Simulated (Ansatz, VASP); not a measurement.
**One calculation of BN, two programs**

The input INCAR:

```
SYSTEM = BN
PREC = Accurate ; ENCUT = 520
EDIFF = 1E-6 ; ISMEAR = -1
SIGMA = 0.08 ; LREAL = .FALSE.
LASPH = .TRUE. ; NELM = 60
ALGO = Normal ; ISIF = 2
LWAVE = .FALSE. ; LCHARG = .FALSE.
GGA = PS ; NBANDS = 11
```

Contents of KPOINTS:

```
regular mesh
0
G
  17 17 17
  0 0 0
```

File POSCAR:

```
BN
1.0
    0.0000000000      1.5536269857      1.5536269857
    1.5536269857      0.0000000000      1.5536269857
    1.5536269857      1.5536269857      0.0000000000
B N
1 1
Direct
    0.0000000000      0.0000000000      0.0000000000
    0.2500000000      0.2500000000      0.2500000000
```

Input for Ansatz:

```yaml
crystal:
  lattice:
    - [0.0, 1.5536269857, 1.5536269857]
    - [1.5536269857, 0.0, 1.5536269857]
    - [1.5536269857, 1.5536269857, 0.0]
  atoms:
    - { symbol: B, position: [0.0, 0.0, 0.0] }
    - { symbol: "N", position: [0.25, 0.25, 0.25] }
kpoints:
  mp_grid: { grid: [17, 17, 17] }
scf:
  occupations: { method: fermi_dirac, width: 0.08 }
hamiltonian:
  xc: pbesol
  pseudopotentials: { kind: all_electron, lapw: { basis_error: 0.001 } }
output:
  forces: true
  stress: true
  eigenvalues: true
  populations: true
```

Change from the starting cell: volume scaled by 0.64, LAPW.

Alike in both runs: task single point; functional PBEsol; k mesh 17 × 17 × 17; occupations fermi-dirac, width 0.08 eV; no spin polarisation.

|  | VASP | Ansatz |
| --- | --- | --- |
| version | VASP 6.6.1 | Ansatz 0.2.0 |
| potentials or method | VASP PAW PBE potentials, release 64 (B, N) | all-electron LAPW, scalar-relativistic |
| plane-wave cutoff (eV) | 520 | see its input |

|  | VASP | Ansatz | Ansatz less VASP |
| --- | --- | --- | --- |
| gap on the k mesh at the Fermi level (eV) | 4.72 | 4.76 | +0.040 |
| pressure (GPa) | 384.2 | 381.2 | -3.03 |

Ansatz ran all-electron here, so the differences hold the error of VASP's frozen core and of both bases.

Caveats: the cell as given lies far from equilibrium; so large a pressure means that the cell lies far from this level's equilibrium, or that cutoff or potentials fall short (VASP); the potentials were made for another functional, which shifts forces and pressure (VASP); an odd mesh through Γ misses points on the zone boundary, where band edges often lie.
